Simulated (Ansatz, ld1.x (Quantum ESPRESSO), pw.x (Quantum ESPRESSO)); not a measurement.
# Cr (Z = 24) (fcc): variants of one RRKJ potential in the solid

ld1.x (Quantum ESPRESSO) 7.5 input, shortened:

```
&input
   title='Cr', zed=24., rel=1, dft='PW', iswitch=3,
   config='[Ar] 3d5 4s0 4p1'
 /
 &inputp
   pseudotype=2, tm=.false., rho0=0.01, lloc=0,
   nlcc=.false.
 /
3
4P  2  1   1.00   0.00  3.55  3.55  0.0
3D  3  2   5.00   0.00  1.90  1.90  0.0
4S  1  0   0.00   0.00  2.30  2.30  0.0
 &test
   configts(1)='3d5 4s0 4p1'
 /
```

Crystal test: fcc Cr in pw.x 7.5, no spin, 16³ k-points, Fermi–Dirac smearing 0.01 Ry, cutoffs set for each file from its atomic test. The reference is all-electron LAPW (Ansatz 0.2.0) with the same functional, mesh and smearing; V0 and B0 come from Birch–Murnaghan fits to the pressures at five volumes. Errors are pseudo minus all-electron; Δ is the rms difference of the E(V) curves that follow from these fits, minima aligned, over ±6 % about the mean V0. Mesh and smearing are coarse, so the numbers serve the comparison and aren't converged zero-temperature values; the lattice is a test structure that the element need not adopt. Spin polarisation and strong correlation are left out, which matters for this element.

All-electron: a0 = 3.548 Å (V0 = 11.17 Å³/atom), B0 = 272.9 GPa.

Base: The largest radius (3.55 bohr) exceeds half the bond length (2.37 bohr), so the spheres overlap, which is one possible source of error among others. Atomic configuration tests: 1 of 9 tests not solved or not reliable.

1 further variants are left out: they gave no file fit for a test, a broken result, the same result as the base, or pressures whose basis-set error rivals the error shown.

A dash in a converged row means that the minimum lies outside the volumes sampled.

| change | cutoffs (Ry) | pw.x | a0 (Å) | a0 error (%) | B0 error (%) | Δ (meV/atom) | mean pressure error (GPa) |
| --- | --- | --- | --- | --- | --- | --- | --- |
| base | 85/340 | converged | 3.562 | +0.40 | +1.7 | 8.2 | +3.42 |
| wave 4s (bound): rc 2.30 bohr becomes 4s (bound): rc 2.16 bohr | 85/340 | converged | 3.560 | +0.33 | +1.9 | 6.7 | +2.78 |
| wave 4s (bound): rc 2.30 bohr becomes 4s (bound): rc 2.52 bohr | 85/340 | converged | 3.563 | +0.42 | +1.7 | 8.6 | +3.56 |
| wave 4s (bound): rc 2.30 bohr becomes 4s (bound): rc 3.46 bohr | 85/340 | converged | – | – | – | – | -26.12 |

Give the row for: wave 4s (bound): rc 2.30 bohr becomes 4s (bound): rc 2.90 bohr.

pw.x: converged; mean pressure error (GPa): -0.77; a0 (Å): 3.545; a0 error (%): -0.09; B0 error (%): +3.2; Δ (meV/atom): 1.8.
